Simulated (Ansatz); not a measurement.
An Ansatz input:

```yaml
crystal:
  lattice:
    - [0.0, 2.9455062141, 2.9455062141]
    - [2.9455062141, 0.0, 2.9455062141]
    - [2.9455062141, 2.9455062141, 0.0]
  atoms:
    - { symbol: Ga, position: [0.125, 0.125, 0.125] }
    - { symbol: Ga, position: [0.875, 0.875, 0.875] }
hamiltonian:
  xc: rpbe
  pseudopotentials:
    kind: paw
    azcp:
      Ga: "pseudopotentials/Ga.paw.azcp"
basis:
  ecutwfc: 420
  fft_grid_basis: typed
kpoints:
  mp_grid: { grid: [10, 10, 10], shift: [0, 0, 0] }
magnetization:
  spin_polarized: false
scf:
  occupations: { method: fermi_dirac, width: 0.1 }
  lower_state_search: "off"
output:
  stress: true
  write_density: true
  write_potential: true
  elf: true
  volumetric_format: npy
```

Terminal output

```
Engine: ansatz 0.2.0, x86_64-unknown-linux-gnu
Pseudopotentials: kind: paw
Pseudopotential: Ga, paw, valence charge 13, recommended cutoff 420 eV (normal) 
Functional definition: RPBE
  parameter kappa = 0.804
  parameter beta = 0.06672455060314922
  exchange = rpbe_x(kappa = kappa, mu = beta*pi^2/3)
  correlation = pbe_c(beta = beta)
Crystal: 2 atoms, lattice volume = 51.110 Å³
Basis set: ecut = 420 eV, 965 PW (Γ)
Bands: 17, of which v1, the nominal top of the filled ones, is band 13 counted from 1 (12 counted from 0)
Symmetry: 48 space group operations
Space group: Fd-3m (ITA 227), of the structure as read, at distance tolerance 3.7e-5 Å
k-points: 47 of 1000
Non-local potential: Ga, projectors of the file, l = 0: 2, l = 1: 2, l = 2: 3, l = 3: 1
PAW form: soft (Blöchl's): semilocal exchange-correlation on the pseudo side does not see the compensation charge
PAW frozen core: Ga, regenerated for the run's functional, and the local potential with it (the file was generated under x = pbe(κ = 0.804, μ = 0.2195149727645171), c = pbe(β = 0.06672455060314922))
PAW one-centre angular grid: Ga, 590 points (default); XC on 64 Gauss nodes
Initial density: superposition of atomic densities (neutral atoms: chi_scale 0, normalization atom), corrected by the library's trained network
Initial wavefunctions: pseudopotential atomic-orbital guess
Functional: x = rpbe, c = pbe(β = 0.06672455060314922)
SCF iter   1: F=—  HF=-7576.704554 eV  |F-HF|=—  |Δ(HF+E_count)|=         —  Δρ=4.05e-3  dr2=4.08e-3  ethr=1.77e-3  ⟨swp⟩=5.1  Hψ=3729  notcnv=0
SCF iter   2: F=—  HF=-7576.709873 eV  |F-HF|=—  |Δ(HF+E_count)|=   5.32e-3  Δρ=5.26e-3  dr2=7.51e-3  ethr=1.57e-5  ⟨swp⟩=2.0  Hψ=1974  notcnv=0
SCF iter   3: F=—  HF=-7576.702391 eV  |F-HF|=—  |Δ(HF+E_count)|=   7.48e-3  Δρ=3.16e-4  dr2=2.62e-5  ethr=1.57e-5  ⟨swp⟩=2.0  Hψ=1547  notcnv=0
SCF iter   4: F=—  HF=-7576.702408 eV  |F-HF|=—  |Δ(HF+E_count)|=   1.73e-5  Δρ=1.10e-4  dr2=3.94e-6  ethr=1.01e-7  ⟨swp⟩=2.0  Hψ=996  notcnv=0
SCF iter   5: F=—  HF=-7576.702415 eV  |F-HF|=—  |Δ(HF+E_count)|=   6.13e-6  Δρ=3.46e-5  dr2=2.92e-7  ethr=1.52e-8  ⟨swp⟩=2.0  Hψ=1426  notcnv=0
SCF iter   6: F=-7576.702414 eV  HF=-7576.702414 eV  |F-HF|=2.51e-9  |Δ(HF+E_count)|=   5.12e-8  Δρ=1.88e-6  dr2=1.73e-9  ethr=3.85e-10  ⟨swp⟩=8.4  Hψ=5656  notcnv=0
SCF 1 converged in 6 iterations: F = -7576.702414 eV  dr2 = 1.73e-9
SCF converged after 6 iterations
Free energy (F): -7576.702414 eV
Harris-Foulkes:  -7576.702414 eV  (|F-HF|=2.51e-9)
Internal energy: -7576.660894 eV  (E = F + TS)
E sigma→0 (E₀):  -7576.681654 eV
Entropy (-TS):   -0.041520 eV (-20.760 meV/atom)
Fermi energy:    5.763569 eV
--- Per-component energies (eV) ---
  E_band       = -164.359694
  E_kinetic    = 228.288236
  E_local      = -4293.148883  (includes V_loc(G=0)·N_el)
  E_nonlocal   = 842.991108
  E_hartree    = 1989.763429
  E_xc         = -137.851762
  E_vxc        = -114.489911  (∫ρ·V_xc dr)
  E_paw        = -3981.202360  (= ΣΔE_a)
  E_vpaw       = -807.528805  (= ΣTr[D̂ρ^β])
  E_aug_tail   = -0.000220  (compensation charges beyond the density's cutoff)
  E_ewald      = -2225.252303
  E_core_change = -0.248139  (= ΣΔE_core)
  E_smearing   = -0.041520  (= −TS)
  E_closure    = 0.000000  (closes the sum)
  Σ components = -7576.702414   (vs F -7576.702414, Δ=0.00e0)
--- Stress (GPa, compression-positive) ---
        1.372085      -0.000000       0.000000
       -0.000000       1.372085       0.000000
        0.000000       0.000000       1.372085
  P = ⅓ Tr σ = 1.3721 GPa (13.721 kbar)
--- Band table (eV; the first three rows and the last of 47) ---
  k-point 0: bands = ["-8.9813", "-8.9813", "-8.9813", "-8.9417", "-8.9417", "-8.6411", "-8.6411", "-8.6411", "-8.5910", "-8.5910", "-3.5165", "8.4601", "8.4601", "8.4601", "9.1624", "10.5005", "10.5005"]
  k-point 1: bands = ["-8.9912", "-8.9912", "-8.9794", "-8.9279", "-8.9279", "-8.6477", "-8.6477", "-8.6447", "-8.5860", "-8.5860", "-3.3973", "6.8836", "8.2035", "8.2035", "9.6174", "10.8274", "10.8274"]
  k-point 2: bands = ["-9.0037", "-9.0037", "-8.9746", "-8.9060", "-8.9060", "-8.6594", "-8.6594", "-8.6542", "-8.5776", "-8.5776", "-3.0447", "4.9750", "7.7425", "7.7425", "9.2761", "11.3679", "11.3679"]
  k-point 46: bands = ["-9.0451", "-9.0451", "-8.8695", "-8.8695", "-8.7753", "-8.7753", "-8.7257", "-8.7257", "-8.5297", "-8.5297", "0.4053", "0.4053", "4.4111", "4.4111", "11.1822", "11.1822", "13.4622"]
```
